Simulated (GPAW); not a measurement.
Wanted: an ASE script for a GPAW 26.7.0 run.

```
Task                : relaxation of cell and atoms
Functional          : PBEsol
Dispersion          : D4
Potentials or basis : PAW data sets generated in the run's folder for this functional
Cutoff              : 600 eV
Basis               : pw
k mesh              : 8 × 8 × 8
Occupations         : fermi-dirac, width 0.05 eV
Spin                : no spin polarisation
Maxiter             : 150
Optimizer           : BFGS
Fmax                : 0.02 eV/Å
Max steps           : 60
Convergence         : density=1e-05 forces=0.0001
```

Al2Pt:

```
Pt Al
1.0
     0.00000    2.95500    2.95500
     2.95500    0.00000    2.95500
     2.95500    2.95500    0.00000
Pt Al
1 2
Direct
  0.00000 0.00000 0.00000
  0.75000 0.75000 0.75000
  0.25000 0.25000 0.25000
```

These files were run (other wordings do the same):

run.py

```python
from ase import Atoms
from ase.calculators.mixing import SumCalculator
from ase.filters import FrechetCellFilter
from ase.io import write
from ase.optimize import BFGS
from dftd4.ase import DFTD4
from gpaw import GPAW, PW, setup_paths

setup_paths.insert(0, '.')

atoms = Atoms(['Pt', 'Al', 'Al'],
              cell=[[0.0, 2.955, 2.955],
                    [2.955, 0.0, 2.955],
                    [2.955, 2.955, 0.0]],
              scaled_positions=[[0.0, 0.0, 0.0],
                                [0.75, 0.75, 0.75],
                                [0.25, 0.25, 0.25]],
              pbc=True)

calc = GPAW(mode=PW(600),
            xc='PBEsol',
            kpts={'size': (8, 8, 8), 'gamma': True},
            occupations={'name': 'fermi-dirac', 'width': 0.05},
            nbands=23,
            convergence={'density': 1e-05, 'forces': 0.0001},
            maxiter=150,
            txt='gpaw.txt')
atoms.calc = SumCalculator([calc, DFTD4(method='pbesol')])
opt = BFGS(FrechetCellFilter(atoms), trajectory='relax.traj', logfile='-')
done = opt.run(fmax=0.02, steps=60)
calc.write('gs.gpw')
write('result.traj', atoms)
print('Converged:', done)
print('Cell:', atoms.cell.cellpar().round(4))
print('Volume:', round(atoms.get_volume(), 4))
print(atoms.get_scaled_positions().round(5))
```

Potentials or basis: PAW data sets generated in the run's folder for this functional, pw.

The run is started by

```sh
$ gpaw-setup -f PBEsol Al Pt
$ OMP_NUM_THREADS=1 python run.py
```

Results of the run:

The relaxed volume is 16.87 Å³/atom, the relaxed cell is a = 4.152 Å, b = 4.152 Å, c = 4.152 Å, α = 60.00°, β = 60.00°, γ = 60.00° and the space group after relaxing (to 0.05 Å) is Fm-3m (No. 225). The energy gained by relaxing is 2.7 meV/atom, the ionic steps are 3 and the pressure after relaxing is 0.1 GPa. The band gap on the k mesh is none (metal or under the smearing width) and the dispersion energy per atom is -0.255 eV.

Caveat: later steps reuse the first step's grids; pairwise dispersion overbinds metals, which lowers pressure and volume.

Wall time 100 s on 1 thread of Arm Neoverse V2, with other jobs on the host, peak memory 0.25 GiB.
